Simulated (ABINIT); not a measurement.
Input of an ABINIT 10.8.3 (patched build) run:

File run.abi:

```
pp_dirpath "./"
pseudos "Au.GGA_PBE-JTH.xml"

acell 2.9 2.9 4.88 Angstrom
rprim
     1.0000000000     0.0000000000     0.0000000000
    -0.5000000000     0.8660254038     0.0000000000
     0.0000000000     0.0000000000     1.0000000000
ntypat 1
znucl 79
natom 2
typat 1 1
xred
     0.6666666667     0.3333333333     0.2500000000
     0.3333333333     0.6666666667     0.7500000000
chkprim 0
chksymtnons 0
tolsym 1.0e-6

ecut 653.073270 eV
pawecutdg 46.0
pawxcdev 0

kptopt 1
ngkpt 11 11 6
nshiftk 1
shiftk 0.0 0.0 0.0

ixc 15

nband 15
occopt 3
tsmear 0.05 eV

nstep 100
tolvrs 1.0e-9

iomode 3
prtwf 0
prtden 0
prteig 0
prtebands 0
enunit 1

ionmov 22
ntime 60
tolmxf 0.0002
optcell 2
dilatmx 1.08
ecutsm 0.5
```

Potentials or basis: JTH PAW PBE v2.0.

Run with:

```bash
$ abinit run.abi > log 2>&1
```

(1) Predict the relaxed volume.

(2) What does it give for the space group after relaxing (to 0.05 Å)?

(3) Estimate the relaxed cell.

(4) Predict the band gap on the k mesh.

## Answers

(1) 18.54 Å³/atom.

(2) P6_3/mmc (No. 194).

(3) a = 2.946 Å, b = 2.946 Å, c = 4.933 Å, α = 90.00°, β = 90.00°, γ = 120.00°.

(4) none (metal or under the smearing width).

Caveat: the PAW data sets were made with another functional, which shifts forces and pressure a little.
